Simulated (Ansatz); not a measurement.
# The perfect armchair graphene nanoribbon (N = 11, H edges), part 4 of 4

Aim: is the armchair graphene nanoribbon (N = 11, H edges) a metal or a semiconductor?

Ansatz 0.2.0; DFT PBE, plane waves, PAW; relaxation of a wire's period (the session's first sound run).

So far, band gap (eV): step 3 (the wire at its relaxed period, PBE) 0.182; step 5 (PBEsol PBE, k-mesh 1×1×14) 0.182; step 6 (r2SCAN PBE, cutoff 500 eV, k-mesh 1×1×14) 0.192; step 8 (relaxing the atoms, period over the relaxed period 0.94, k-mesh …, PBE) 0.908; step 9 (relaxing the atoms, period over the relaxed period 0.97, k-mesh …, PBE) 0.543.

### 10. The same system on other settings: scf.n_extra_bands = 8

This step: DFT LDA, plane waves, PAW; bands of a perfect wire at the PBE geometry; changed: scf.n_extra_bands = 8 (Ansatz 0.2.0).

The atoms of the band run (LDA) are kept and the input is varied, to see whether the result depends on it.

Input file input.yaml:

```yaml
crystal:
  lattice:
    - [21.151, 0.0, 0.0]
    - [0.0, 7.0, 0.0]
    - [0.0, 0.0, 4.2892680954]
  atoms:
    - { symbol: C, position: [0.209833231, 0.5, 0.007003949] }
    - { symbol: C, position: [0.325011222, 0.5, 0.999861871] }
    - { symbol: C, position: [0.441731414, 0.5, 9.9137e-05] }
    - { symbol: C, position: [0.558268586, 0.5, 9.9137e-05] }
    - { symbol: C, position: [0.674988778, 0.5, 0.999861871] }
    - { symbol: C, position: [0.790166769, 0.5, 0.007003949] }
    - { symbol: C, position: [0.209833231, 0.5, 0.326329384] }
    - { symbol: C, position: [0.325011222, 0.5, 0.333471463] }
    - { symbol: C, position: [0.441731414, 0.5, 0.333234196] }
    - { symbol: C, position: [0.558268586, 0.5, 0.333234196] }
    - { symbol: C, position: [0.674988778, 0.5, 0.333471463] }
    - { symbol: C, position: [0.790166769, 0.5, 0.326329384] }
    - { symbol: H, position: [0.164554512, 0.5, 0.44640509] }
    - { symbol: H, position: [0.835445488, 0.5, 0.44640509] }
    - { symbol: C, position: [0.266814503, 0.5, 0.499119927] }
    - { symbol: C, position: [0.383504433, 0.5, 0.500675599] }
    - { symbol: C, position: [0.5, 0.5, 0.50004555] }
    - { symbol: C, position: [0.616495567, 0.5, 0.500675599] }
    - { symbol: C, position: [0.733185497, 0.5, 0.499119927] }
    - { symbol: C, position: [0.266814503, 0.5, 0.834213406] }
    - { symbol: C, position: [0.383504433, 0.5, 0.832657734] }
    - { symbol: C, position: [0.5, 0.5, 0.833287783] }
    - { symbol: C, position: [0.616495567, 0.5, 0.832657734] }
    - { symbol: C, position: [0.733185497, 0.5, 0.834213406] }
    - { symbol: H, position: [0.164554512, 0.5, 0.886928244] }
    - { symbol: H, position: [0.835445488, 0.5, 0.886928244] }
kpoints:
  mp_grid: { grid: [1, 1, 14] }
  band_path: { path: ["Γ", Z], npoints: 50 }
scf:
  occupations: { method: fermi_dirac, width: 0.05 }
  n_extra_bands: 8
hamiltonian:
  xc: lda
```

Launch:

```bash
> ansatz run input.yaml --threads 8 --pin off --max-ram 16384MiB --backend cpu --events-out ev --progress --plain --runs-dir out
```

Numbers of over 12 decimals in the logs are rounded to 6 here.

What it wrote:

```text
[...]
Crystal: 26 atoms, lattice volume = 635.056 Å³
Basis set: ecut = 420 eV, 12419 PW (Γ)
Bands: 54, of which v1, the nominal top of the filled ones, is band 46 counted from 1 (45 counted from 0)
Symmetry: 8 space group operations
[...]
k-points: 8 of 14
[...]
SCF iter   1: F=—  HF=-5406.554030 eV  |F-HF|=—  |Δ(HF+E_count)|=         —  Δρ=4.53e-3  dr2=1.86e-1  ethr=1.77e-3  ⟨swp⟩=14.9  Hψ=2452  notcnv=0
[...]
SCF iter   8: F=-5406.521681 eV  HF=-5406.521681 eV  |F-HF|=4.61e-8  |Δ(HF+E_count)|=   9.36e-7  Δρ=2.05e-6  dr2=1.20e-8  ethr=1.09e-10  ⟨swp⟩=14.0  Hψ=1221  notcnv=0
SCF 1 converged in 8 iterations: F = -5406.521681 eV  dr2 = 1.20e-8
[...]
SCF converged after 8 iterations
Free energy (F): -5406.521681 eV
[...]
Internal energy: -5406.515942 eV  (E = F + TS)
E sigma→0 (E₀):  -5406.518812 eV
Entropy (-TS):   -0.005739 eV (-0.221 meV/atom)
Fermi energy:    -0.712271 eV
[...]
--- Band table (eV; the first three rows and the last of 8) ---
  k-point 0: bands = [... 42 lower, -2.4306, -2.1030, -1.6821, -0.8038, -0.6207, 0.1822, 0.7026, 0.7061, ... 4 higher]
  k-point 1: bands = [... 42 lower, -2.6379, -2.1389, -1.9380, -1.2881, -0.1515, 0.4504, 0.7037, 0.9407, ... 4 higher]
  k-point 2: bands = [... 42 lower, -3.1262, -2.4930, -2.2296, -1.8588, 0.3792, 0.7090, 1.0236, 1.5226, ... 4 higher]
  k-point 7: bands = [... 42 lower, -4.3750, -3.6543, -3.4705, -3.1042, 1.0266, 1.5524, 1.6992, 2.8559, ... 4 higher]
```

Run time: 9.2 s. Hardware: 8 threads of Arm Neoverse V2, shared host; peak memory 2.2 GiB; 69 s of CPU time.

This step gave:

```yaml
energy_at_zero_smearing: -5406.5188 eV
band_gap: 0.1831 eV
```

It took 9.2 s against 17 s for the run it varies.

The band gap stays within 0.2 % plus 0.001 of the run it varies.

Against step 4 (now other band count), the band gap stays at 0.183 eV.

### 11. A repeat with changed settings

This step: DFT LDA, plane waves, PAW; bands of a perfect wire at the PBE geometry; changed: scf.convergence.dr2_threshold = 1e-05, basis.ecutwfc = "200 eV" (Ansatz 0.2.0).

The atoms of the band run (LDA) are kept and the input is varied, to see whether the result depends on it.

input.yaml: that of step 10 with these lines changed.

```diff
@@ -37,4 +37,6 @@
   occupations: { method: fermi_dirac, width: 0.05 }
-  n_extra_bands: 8
+  convergence: { dr2_threshold: 1.0e-05 }
 hamiltonian:
   xc: lda
+basis:
+  ecutwfc: "200 eV"
```

What it wrote:

```text
Warning: basis.ecutwfc = 200 eV is below the records' recommended 420 eV, and the density's cutoff is lower with it unless basis.ecutrho_ratio is high enough to keep the records' density cutoff: compare with a run at a higher cutoff
[...]
Crystal: 26 atoms, lattice volume = 635.056 Å³
Basis set: ecut = 200 eV, 4081 PW (Γ)
Bands: 72, of which v1, the nominal top of the filled ones, is band 46 counted from 1 (45 counted from 0)
Symmetry: 8 space group operations
[...]
k-points: 8 of 14
[...]
SCF iter   1: F=—  HF=-5364.722717 eV  |F-HF|=—  |Δ(HF+E_count)|=         —  Δρ=3.38e-2  dr2=2.63e0  ethr=1.77e-3  ⟨swp⟩=10.5  Hψ=3464  notcnv=0  defer=108
[...]
SCF iter   7: F=-5363.715925 eV  HF=-5363.715927 eV  |F-HF|=2.64e-6  |Δ(HF+E_count)|=   4.20e-6  Δρ=1.93e-5  dr2=3.39e-6  ethr=1.09e-8  ⟨swp⟩=24.0  Hψ=3937  notcnv=0
SCF 1 converged in 7 iterations: F = -5363.715925 eV  dr2 = 3.39e-6
[...]
SCF converged after 7 iterations
Free energy (F): -5363.715925 eV
[...]
Internal energy: -5363.710474 eV  (E = F + TS)
E sigma→0 (E₀):  -5363.713199 eV
Entropy (-TS):   -0.005451 eV (-0.210 meV/atom)
Fermi energy:    -0.573619 eV
[...]
--- Band table (eV; the first three rows and the last of 8) ---
  k-point 0: bands = [... 42 lower, -2.2714, -1.9727, -1.5553, -0.6699, -0.4774, 0.3332, 0.8809, 0.9124, ... 22 higher]
  k-point 1: bands = [... 42 lower, -2.4579, -2.0040, -1.7860, -1.1522, 0.0047, 0.6354, 0.9010, 1.1427, ... 22 higher]
  k-point 2: bands = [... 42 lower, -2.9617, -2.3263, -2.0930, -1.7061, 0.5576, 0.8986, 1.2329, 1.7557, ... 22 higher]
  k-point 7: bands = [... 42 lower, -4.2715, -3.5108, -3.3131, -2.9234, 1.1909, 1.7547, 1.9023, 3.1257, ... 22 higher]
```

Wall time 5.2 s (8 threads); peak memory 1 GiB.

Residual by cycle:

cycle, log10 residual and a bar from the least value:
```
        1        0.4 ##############################
        2       -0.2 ###########################
        3       -1.1 ######################
        4       -2.4 ###############
        5       -3.1 ############
        6       -4.5 #####
        7       -5.5
```

The run finished with changed settings (scf.convergence.dr2_threshold = 1e-05 and basis.ecutwfc = "200 eV"); it serves as a test.

### 12. Summary of results

```
cell length, PBE           : 4.289 Å
gap, PBE                   : 0.182 eV
gap, LDA                   : 0.183 eV
gap, PBEsol                : 0.182 eV
gap, r2SCAN                : 0.192 eV
gap, period scaled by 0.94 : 0.908 eV
gap, period scaled by 0.97 : 0.543 eV
```

Under PBE the cell's length is 4.29 Å, and a gap of 0.18 eV makes it a semiconductor. At the relaxed period the wire is gapped under every functional, from 0.18 eV (PBEsol) to 0.19 eV (r2SCAN). Weak screening in one dimension makes quasiparticle gaps larger than the semilocal gaps, as a rule. Strain matters: under PBE the gap goes from 0.18 eV to 0.908 eV at 0.94 times the period and 0.543 eV at 0.97 times the period. Where the gap is under about 0.35 eV, the smearing of 0.05 eV partly fills the band edges in the SCF.

[Logs are printed without paths, hosts, clocks, repeated set-up lines and the standing remarks that a program may print on its own settings, such as how far it seeks lower states.]

[Hosts, paths, dates, database ids (printed as entryN), source tags and the programs' standing remarks are cut or masked in the printed files.]
